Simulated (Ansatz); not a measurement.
TiAl under pressure: fit and missing row

TiAl, P4/mmm, a = 2.795 Å, c = 4.041 Å. The structure is a Materials Project entry; whether it is the stable form wasn't checked. Ansatz: PBEsol, PAW, 420 eV, Γ-centred 14×14×10 mesh on 2 atoms, Gaussian smearing 0.10 eV; no spin polarisation. Cell and atoms are relaxed at each pressure, and no other structure is tried, so the rows at high pressure may lie past a change of phase.

```tsv
V (Å³/atom)	P (GPa)
12.666	40.00
13.861	20.00
14.678	10.00
15.184	4.96
?	2.00
15.781	-0.04
16.048	-2.00
```

Task: Take V0 = 15.781 Å³/atom, count pressures from its P0 = -0.04 GPa, fit the third-order Birch–Murnaghan form to the other rows, and predict the missing volume.

Result: With the Eulerian strain f = ½[(V0/V)^(2/3) − 1] and y = (P − P0)/[3f(1 + 2f)^(5/2)], the form is the line y = B0 + 1.5 B0 (B0′ − 4) f. Rows (f, y): 0.07894, 117.2; 0.04517, 119.1; 0.02475, 119.8; 0.01302, 120.0; -0.00556, 120.8. Means f = 0.03126, y = 119.38; Σ(Δf)² = 0.004198, ΣΔfΔy = -0.1742; the slope is their ratio. y = 120.7 − 41.49 f GPa, so B0 = 120.7 GPa and B0′ = 4 + 2 × (-41.49)/(3 × 120.7) = 3.77. P = 2.00 GPa is met at f = 0.00549 (y = 120.47), so V = V0 (1 + 2f)^(−3/2) = 15.524 Å³/atom. The run gave 15.524 Å³/atom, the same to the digits shown.

The mesh isn't the same in all rows (14×14×10, 16×16×12).